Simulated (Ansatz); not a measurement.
SiO₂: the gap under strain

SiO₂, I-42d, a = 4.929 Å, c = 7.289 Å. This isn't the usual stable structure of the compound. Ansatz: LDA, PAW, 420 eV, Γ-centred 6×6×4 mesh on 12 atoms, Gaussian smearing 0.02 eV; no spin polarisation. Series: uniaxial strain along c, with a, b and atoms relaxed; x is the strain in per cent. The gap is sought over the whole zone.

```
x (%) gap y (eV)
 -4.5       5.836
 -3.0       5.818
 -1.5       5.793
  0.0       5.759
  1.5       5.725
  3.0       5.680
  4.5           ?
```

Question: Fit y = E0 + c1 x + c2 x² to the other rows, give the deformation potential for this strain, and predict the missing gap.

Answer: Least squares on the rows shown. y = 5.7610 − 0.022855 x − 0.0013571 x². The deformation potential is 100 c1 = -2.29 eV per unit strain. At x = 4.5 the fit asked for gives 5.631 eV. The run gave 5.631 eV, the same to the digits shown.

Semilocal functionals give gaps under the measured ones; changes of the gap mostly carry over better.